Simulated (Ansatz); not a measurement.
Ru under changes of volume

One of the cells (13.575 Å³/atom); the others are scaled copies at fixed shape and fractional positions:

```
Ru
1.0
     2.70580    0.00000    0.00000
    -1.35290    2.34329    0.00000
     0.00000    0.00000    4.28190
Ru
2
Direct
  0.66667 0.33333 0.75000
  0.33333 0.66667 0.25000
```

* Program: Ansatz 0.2.0
* Functional: PBE
* Potentials or basis: SPMS NC
* Cutoff: 653 eV (not typed: the program's choice for these potentials)
* k mesh: 11 × 11 × 6
* Occupations: fermi-dirac, width 0.05 eV
* Spin: no spin polarisation

```tsv
volume (Å³/atom)	energy over the lowest point (meV/atom)	pressure (GPa)
12.760	87.47	29.4
13.032	45.51	20.4
13.303	17.95	12.4
13.575	3.25	5.2
13.846	0.00	-1.1
14.118	?	?
14.389	23.07	-11.9
```

Problem. What does the run at 14.118 Å³/atom give?

Solution. Energy over the lowest point 6.98 meV/atom; pressure -6.8 GPa.

Worked out: A Birch-Murnaghan fit of order 3 (a polynomial in V^(-2/3)) to the other rows has its minimum at 13.79 Å³/atom with B0 = V·E''(V) = 313 GPa and B' = 4.7 at fixed shape and positions, which overstates the stiffness. It gives 6.98 meV/atom at 14.118 Å³/atom, against the run's 6.98, and -dE/dV = -6.9 GPa, against -6.8.

Energies are extrapolated to zero smearing.
